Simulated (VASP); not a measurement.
# Fe (Im-3m) in VASP: further runs

One crystal, Fe, is run at these levels: r2SCAN+rVV10; tasks: relaxation of cell and atoms, electrostatic potential.

All numbers are computed with VASP 6.6.1; they aren't measurements. Logs are shortened: lines on timing, memory, paths and dates and some standing lists are left out, and cuts for length are marked.

### Step 1. The crystal as given

Symmetry: Im-3m, No. 229, cubic system. The conventional cell has a = 2.790 Å, b = 2.790 Å, c = 2.790 Å, α = 90.00°, β = 90.00°, γ = 90.00°. Around Fe (site symmetry m-3m) lie 8 Fe at 2.42 Å.

The cell was built by a generator and needn't be a form met in nature.

### Step 2. Relaxation of cell and atoms, r2SCAN+rVV10, collinear spin, ferromagnetic start

The input, INCAR:

```
SYSTEM = Fe
  PREC = Accurate
  ENCUT = 600
  EDIFF = 1E-6
  ISMEAR = 1
  SIGMA = 0.1
  LREAL = .FALSE.
  LASPH = .TRUE.
  NELM = 120
  ALGO = Normal
  ISIF = 3
  LWAVE = .FALSE.
  LCHARG = .FALSE.
  ISPIN = 2
  MAGMOM = 2.5
  LORBIT = 11
  LMAXMIX = 4
  METAGGA = R2SCAN
  LMIXTAU = .TRUE.
  LUSE_VDW = .TRUE.
  IVDW_NL = 2
  BPARAM = 11.95
  CPARAM = 0.0093
  IBRION = 2
  NSW = 40
  EDIFFG = -0.005
```

The input, KPOINTS:

```
regular mesh
0
G
  20 20 20
  0 0 0
```

The input, POSCAR:

```
Fe
1.0
   -1.3950000000      1.3950000000      1.3950000000
    1.3950000000     -1.3950000000      1.3950000000
    1.3950000000      1.3950000000     -1.3950000000
Fe
1
Direct
    0.0000000000      0.0000000000      0.0000000000
```

Potentials or basis: VASP PAW PBE potentials, release 64 (Fe).

Command:

```
$ cat potpaw_PBE.64/Fe/POTCAR > POTCAR
$ mpirun -np 1 vasp_std > vasp.out
```

OUTCAR:

```text
SYSTEM = Fe
   PREC = Accurate
   ENCUT = 600
   EDIFF = 1E-6
   ISMEAR = 1
   LREAL = .FALSE.
   LASPH = .TRUE.
   NELM = 120
   ISIF = 3
   ISPIN = 2
   LORBIT = 11
   METAGGA = R2SCAN
   IVDW_NL = 2
   BPARAM = 11.95
   IBRION = 2
   NSW = 40
   EDIFFG = -0.005

 ion  position               nearest neighbor table
   1  0.000  0.000  0.000-

  LATTYP: Found a body centered cubic cell.
 ALAT       =     2.7900000000

  Lattice vectors:

 A1 = (  -1.3950000000,   1.3950000000,   1.3950000000)
 A2 = (   1.3950000000,  -1.3950000000,   1.3950000000)
 A3 = (   1.3950000000,   1.3950000000,  -1.3950000000)

Analysis of symmetry for initial positions (statically):
=====================================================================
 Subroutine PRICEL returns:
 Original cell was already a primitive cell.

 Routine SETGRP: Setting up the symmetry group for a
 body centered cubic supercell.

 Subroutine GETGRP returns: Found 48 space group operations
 (whereof 48 operations were pure point group operations)
 out of a pool of 48 trial point group operations.

The static configuration has the point symmetry O_h .

Analysis of symmetry for dynamics (positions and initial velocities):
=====================================================================
 Subroutine PRICEL returns:
 Original cell was already a primitive cell.

 Routine SETGRP: Setting up the symmetry group for a
 body centered cubic supercell.

 Subroutine GETGRP returns: Found 48 space group operations
 (whereof 48 operations were pure point group operations)
 out of a pool of 48 trial point group operations.

The dynamic configuration has the point symmetry O_h .

Analysis of structural, dynamic, and magnetic symmetry:
=====================================================================
 Subroutine PRICEL returns:
 Original cell was already a primitive cell.

 Routine SETGRP: Setting up the symmetry group for a
 body centered cubic supercell.

 Subroutine GETGRP returns: Found 48 space group operations
 (whereof 48 operations were pure point group operations)
 out of a pool of 48 trial point group operations.

The overall configuration has the point symmetry O_h .

 Subroutine INISYM returns: Found 48 space group operations
 (whereof 48 operations are pure point group operations),
 and found     1 'primitive' translations

----------------------------------------------------------------------------------------

                                     Primitive cell

  volume of cell :      10.8588

  direct lattice vectors                    reciprocal lattice vectors
    -1.395000000  1.395000000  1.395000000     0.000000000  0.358422939  0.358422939
     1.395000000 -1.395000000  1.395000000     0.358422939  0.000000000  0.358422939
     1.395000000  1.395000000 -1.395000000     0.358422939  0.358422939  0.000000000

  length of vectors
     2.416210877  2.416210877  2.416210877     0.506886581  0.506886581  0.506886581

  position of ions in fractional coordinates (direct lattice)
     0.000000000  0.000000000  0.000000000

  ion indices of the primitive-cell ions
   primitive index   ion index
                 1           1

----------------------------------------------------------------------------------------

 KPOINTS: regular mesh

Automatic generation of k-mesh.
 Grid dimensions read from file:
 generate k-points for:   20   20   20

 Generating k-lattice:

  Cartesian coordinates                     Fractional coordinates (reciprocal lattice)
     0.000000000  0.017921147  0.017921147     0.050000000  0.000000000  0.000000000
     0.017921147  0.000000000  0.017921147     0.000000000  0.050000000  0.000000000
     0.017921147  0.017921147  0.000000000     0.000000000  0.000000000  0.050000000

  Length of vectors
     0.025344329  0.025344329  0.025344329

  Shift w.r.t. Gamma in fractional coordinates (k-lattice)
     0.000000000  0.000000000  0.000000000

 Subroutine IBZKPT returns following result:
 ===========================================

 Found    256 irreducible k-points:

 Following reciprocal coordinates:
            Coordinates               Weight
  0.000000  0.000000  0.000000      1.000000
  0.050000  0.000000  0.000000     12.000000
  0.100000  0.000000  0.000000     12.000000
  0.150000  0.000000  0.000000     12.000000
  0.200000  0.000000  0.000000     12.000000
  0.250000  0.000000  0.000000     12.000000
[... 16 lines left out ...]
  0.200000  0.100000  0.000000     48.000000
  0.250000  0.100000  0.000000     48.000000
 [... further k-points ...]
   k-points           NKPTS =    256   k-points in BZ     NKDIM =    256   number of bands    NBANDS=      9
   number of dos      NEDOS =    301   number of ions     NIONS =      1
   total plane-waves  NPLWV =   8000
   dimension x,y,z NGX =    20 NGY =   20 NGZ =   20
   dimension x,y,z NGXF=    40 NGYF=   40 NGZF=   40
   ions per type =               1
   NGX,Y,Z   is equivalent  to a cutoff of  13.76, 13.76, 13.76 a.u.
   NGXF,Y,Z  is equivalent  to a cutoff of  27.52, 27.52, 27.52 a.u.
 SYSTEM =  Fe
   PREC   = accura    normal or accurate (medium, high low for compatibility)
   ISTART =      0    job   : 0-new  1-cont  2-samecut
   ICHARG =      2    charge: 1-file 2-atom 10-const
   ISPIN  =      2    spin polarized calculation?
   LNONCOLLINEAR =      F non collinear calculations
   LSORBIT =      F    spin-orbit coupling
   LASPH  =      T    aspherical Exc in radial PAW
   ENCUT  =  600.0 eV  44.10 Ry    6.64 a.u.   4.83  4.83  4.83*2*pi/ulx,y,z
   NELM   =    120;   NELMIN=  2; NELMDL= -5     # of ELM steps
   EDIFF  = 0.1E-05   stopping-criterion for ELM
   LREAL  =      F    real-space projection
   EDIFFG = -.5E-02   stopping-criterion for IOM
   NSW    =     40    number of steps for IOM
   IBRION =      2    ionic relax: 0-MD 1-quasi-New 2-CG
   NFREE  =      1    steps in history (QN), initial steepest desc. (CG)
   ISIF   =      3    stress and relaxation
   ISYM   =      2    0-nonsym 1-usesym 2-fastsym
   POTIM  = 0.5000    time-step for ionic-motion
   TEBEG  =    0.0;   TEEND  =   0.0 temperature during run
   PSTRESS=    0.0 pullay stress
   NELECT =       8.0000    total number of electrons
   NUPDOWN=      -1.0000    fix difference up-down
   EMIN   =  10.00;   EMAX   =-10.00  energy-range for DOS
   EFERMI =   0.00;   METHOD = LEGACY
   ISMEAR =     1;   SIGMA  =   0.10  broadening in eV -4-tet -1-fermi 0-gaus
   EFERMI_NEDOS =   21; number of points for ismear=-14 and -15
   IALGO  =     38    algorithm
   IMIX   =      4    mixing-type and parameters
     AMIX     =   0.40;   BMIX     =  1.00
     AMIX_MAG =   1.60;   BMIX_MAG =  1.00
  volume/ion in A,a.u.               =      10.86        73.28
  Fermi-wavevector in a.u.,A,eV,Ry     =   1.478577  2.794105 29.744921  2.186190
  Thomas-Fermi vector in A             =   2.592841
   LORBIT       =     11    0 simple, 1 ext, 2 COOP (PROOUT), +10 PAW based schemes
   METAGGA = R2SCAN    functional components
   LHFCALC =     F    Hartree Fock is set to
   AEXX    =    0.0000 exact exchange contribution
   IVDW_NL    =     2    kernel type
   BPARAM     =11.9500
   IVDW    =     0    specifies the selected vdW correction
   LEPSILON=     F    determine dielectric tensor
   LRPA    =     F    only Hartree local field effects (RPA)
 conjugate gradient relaxation of ions
 spin polarized calculation
 Methfessel and Paxton  Order N= 1 SIGMA  =   0.10
  energy-cutoff  :      600.00
  volume of cell :       10.86
 maximum number of plane-waves:       374
   NGX =  9   NGY =  9   NGZ =  9

--------------------------------------- Ionic step        1  -------------------------------------------

 number of electron       8.0000001 magnetization       2.5476306

 Free energy of the ion-electron system (eV)
  ---------------------------------------------------
  ext. energy  EPLUGINS =         0.00000000
  ---------------------------------------------------
  free energy    TOTEN  =       -14.14223908 eV

  energy without entropy =      -14.14192230  energy(sigma->0) =      -14.14213348

------------------------ aborting loop because EDIFF is reached ----------------------------------------

  FORCE on cell =-STRESS in cart. coord.  units (eV):
  Direction    XX          YY          ZZ          XY          YZ          ZX
  --------------------------------------------------------------------------------------
  -------------------------------------------------------------------------------------
  Total        0.9867575      0.9867575      0.9867575      0.0000000      0.0000000      0.0000000
  in kB      145.5923054    145.5923054    145.5923054      0.0000000      0.0000000      0.0000000
  external PRESSURE =     145.5923054 kB  Pullay stress =       0.0000000 kB
[... 55 lines left out ...]
  energy  without entropy=      -14.1461807857  energy(sigma->0) =      -14.14612540

--------------------------------------- Ionic step        3  -------------------------------------------

 number of electron       8.0000000 magnetization       2.6478274

 Free energy of the ion-electron system (eV)
  ---------------------------------------------------
  ext. energy  EPLUGINS =         0.00000000
  ---------------------------------------------------
  free energy    TOTEN  =       -14.17860184 eV

  energy without entropy =      -14.17885075  energy(sigma->0) =      -14.17868481

 E-fermi :   5.5425     XC(G=0): -14.0993

 val. band max:        5.5419453517   @ k =  -0.2500   0.2500   0.1500
 cond. band min:       5.5455694275   @ k =   0.1000   0.1000   0.0000
 fundamental gap:      0.0036240759
 Fermi energy:         5.5425385851

 spin component 1

 k-point     1 :       0.0000    0.0000    0.0000
  band No.  band energies     occupation
      1      -3.0089      1.00000
      2       2.4743      1.00000
      3       2.4743      1.00000
      4       2.4743      1.00000
      5       3.6980      1.00000
      6       3.6980      1.00000
      7      31.2771      0.00000
      8      31.2771      0.00000
      9      31.2771      0.00000
[... 265 lines left out ...]
 k-point    24 :       0.2500    0.1000    0.0000
  band No.  band energies     occupation
      1       0.0387      1.00000
      2       1.8216      1.00000
      3       2.4201      1.00000
      4       3.5174      1.00000
      5       3.8784      1.00000
      6       4.4920      1.00000
      7      19.2065      0.00000
      8      23.9272      0.00000
      9      27.3823      0.00000

 [... further k-points ...]

 spin component 2

 k-point     1 :       0.0000    0.0000    0.0000
  band No.  band energies     occupation
      1      -3.6285      1.00000
      2       5.8996     -0.00000
      3       5.8996     -0.00000
      4       5.8996     -0.00000
      5       8.1237      0.00000
      6       8.1237      0.00000
      7      30.9131      0.00000
      8      30.9131      0.00000
      9      30.9131      0.00000
[... 304 lines left out ...]
  FREE ENERGIE OF THE ION-ELECTRON SYSTEM (eV)
  ---------------------------------------------------
  free  energy   TOTEN  =       -14.1786018402 eV

  energy  without entropy=      -14.1788507483  energy(sigma->0) =      -14.17868481

 reached required accuracy - stopping structural energy minimisation

 total charge

# of ion       s       p       d       tot
------------------------------------------
    1        0.483   0.559   6.175   7.217

 magnetization (x)

# of ion       s       p       d       tot
------------------------------------------
    1       -0.012  -0.118   2.844   2.714
```

Run time: 4.9 min. Hardware: 1 thread of Intel Xeon 6975P-C (Granite Rapids), shared host; peak memory 0.22 GiB.

What came out:

```yaml
Free_energy: -14.1786 eV
Relaxed_volume: 11.67 Å³/atom
Relaxed_cell: a = 2.475 Å, b = 2.475 Å, c = 2.475 Å, α = 109.47°, β = 109.47°, γ = 109.47°
Space_group_after_relaxing_to_0.05_Å: Im-3m (No. 229)
Energy_gained_by_relaxing: 36.4 meV/atom
Ionic_steps: 3
Pressure_after_relaxing: 0.0 GPa
Band_gap_on_the_k_mesh: none (metal or under the smearing width)
Net_moment: 2.65 μB per cell
Site_moments: Fe +2.71 μB
Valence_electrons_inside_the_program's_atomic_spheres: Fe 7.22
```

Step by step:
```csv
step,energy change (eV),largest force (eV/Å),pressure (GPa),volume (Å³)
1,0.0000,0.0000,14.56,10.86
2,-0.0039,0.0000,-11.34,12.48
3,-0.0364,0.0000,-0.02,11.67
```

Final structure:
```yaml
crystal:
  lattice:
    - [-1.42873, 1.42873, 1.42873]
    - [1.42873, -1.42873, 1.42873]
    - [1.42873, 1.42873, -1.42873]
  atoms:
    - { symbol: Fe, position: [0.00000, 0.00000, 0.00000] }
```

Caveat: the PAW data sets were made with another functional, which shifts forces and pressure a little.

### Step 3. Electrostatic potential, r2SCAN+rVV10, collinear spin, ferromagnetic start

This run uses another cell than the first one, of 11.67 Å³/atom, 1.074 times its volume.

The input, INCAR:

```
PREC = Accurate
ENCUT = 520
EDIFF = 1E-6
ISMEAR = 1
SIGMA = 0.1
LREAL = F
LASPH = T
NELM = 120
ALGO = Normal
ISIF = 2
LWAVE = F
LCHARG = T
ISPIN = 2
MAGMOM = 2.5
LORBIT = 11
LMAXMIX = 4
METAGGA = R2SCAN
LMIXTAU = T
LUSE_VDW = T
IVDW_NL = 2
BPARAM = 11.95
CPARAM = 0.0093
LVHAR = T
```

The input, KPOINTS:

```
Automatic mesh
0
Gamma
  20 20 20
```

The input, POSCAR:

```
Fe                                      
1.0
   -1.4287281356      1.4287281356      1.4287281356
    1.4287281356     -1.4287281356      1.4287281356
    1.4287281356      1.4287281356     -1.4287281356
  Fe            
     1
Direct
     0.0000000000000000    0.0000000000000000    0.0000000000000000
```

Potentials or basis: VASP PAW PBE potentials, release 64 (Fe).

Command:

```
$ cat potpaw_PBE.64/Fe/POTCAR > POTCAR
$ mpirun -np 1 vasp_std > vasp.out
```

Run time: 1.7 min. Hardware: 1 thread of Intel Xeon 6975P-C (Granite Rapids), shared host; peak memory 0.21 GiB.

The run converged. Its results:

* Free energy: -14.1788 eV
* Pressure: 0.1 GPa
* Band gap on the k mesh: none (metal or under the smearing width)
* Net moment: 2.65 μB per cell
* Site moments: Fe +2.71 μB
* Valence electrons inside the program's atomic spheres: Fe 7.22

Levels at points of the mesh, in eV from the Fermi level:
Spin up:
| k point | band 3 | band 4 | band 5 | band 6 | band 7 | band 8 |
| --- | --- | --- | --- | --- | --- | --- |
| (0.00, 0.00, 0.00) | -3.07 | -3.07 | -1.84 | -1.84 | 25.73 | 25.73 |
| (0.50, 0.00, 0.00) | -1.80 | -1.68 | -0.50 | 0.56 | 6.97 | 18.87 |
| (0.50, 0.50, 0.50) | -0.76 | -0.76 | -0.76 | 10.01 | 10.01 | 10.01 |
Spin down:
```csv
k point,band 1,band 2,band 3,band 4,band 5,band 6
"(0.00, 0.00, 0.00)",-9.17,0.36,0.36,0.36,2.58,2.58
"(0.50, 0.00, 0.00)",-3.55,-1.07,-0.01,2.41,2.87,3.44
"(0.50, 0.50, 0.50)",-2.72,-2.72,3.13,3.13,3.13,10.36
```

Caveat: the PAW data sets were made with another functional, which shifts forces and pressure a little.

(Part 1 of 2 ends here.)
